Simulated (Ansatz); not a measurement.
# Ge: the cost of one run

Method: DFT PBEsol, scalar-relativistic, plane waves, PAW, in Ansatz 0.2.0.

2 further runs of the same task are left out: 2 set aside as unsound or not needed.

### 1 The structure to begin with

Symmetry: Fd-3m, No. 227, cubic system. The conventional cell has a = 5.676 Å, b = 5.676 Å, c = 5.676 Å, α = 90.00°, β = 90.00°, γ = 90.00°. Around Ge (site symmetry -43m) lie 4 Ge at 2.46 Å.

Coordinates:

```cif
data_structure
_symmetry_space_group_name_H-M 'Fd-3m:1'
_symmetry_Int_Tables_number 227
_cell_length_a 5.6758
_cell_length_b 5.6758
_cell_length_c 5.6758
_cell_angle_alpha 90.000
_cell_angle_beta 90.000
_cell_angle_gamma 90.000
_cell_volume 182.84
loop_
_atom_site_label
_atom_site_type_symbol
_atom_site_symmetry_multiplicity
_atom_site_Wyckoff_symbol
_atom_site_fract_x
_atom_site_fract_y
_atom_site_fract_z
_atom_site_occupancy
Ge1 Ge 8 a 0.50000 0.00000 0.50000 1
```

It is the result of an earlier relaxation at this level (volume 22.86 Å³/atom; gap on the mesh: none (metal)).

### 2 Zero of energy

The reference gives a free energy of -8506.9945 eV, pressure 0.01 GPa, largest force 0.000 eV/Å and gap on the mesh none (metal). It was computed beforehand with the settings of the runs below.

### 3 Normal modes

The input, input.yaml:

```yaml
crystal:
  lattice:
    - [0.0, 2.8378807265, 2.8378807265]
    - [2.8378807265, 0.0, 2.8378807265]
    - [2.8378807265, 2.8378807265, 0.0]
  atoms:
    - { symbol: Ge, position: [0.5, 0.5, 0.5] }
    - { symbol: Ge, position: [0.75, 0.75, 0.75] }
basis:
  ecutwfc: 420
kpoints:
  mp_grid: { grid: [18, 18, 18] }
hamiltonian:
  xc: pbesol
scf:
  occupations: { method: gaussian, width: 0.15 }
output:
  eigenvalues: true
phonons:
  method: fd
  supercell: [1, 1, 1]
  amplitude: 0.02
  eigenvectors: true
  dielectric: false
```

The run is started by

```
ansatz run input.yaml --threads 2 --pin off --max-ram 5120MiB --backend cpu --events-out ev --progress --plain --runs-dir out
```

Q: Estimate wall time and peak memory on 2 threads of Arm Neoverse V2, shared host.

About 39 s, with a peak of 0.97 GiB.
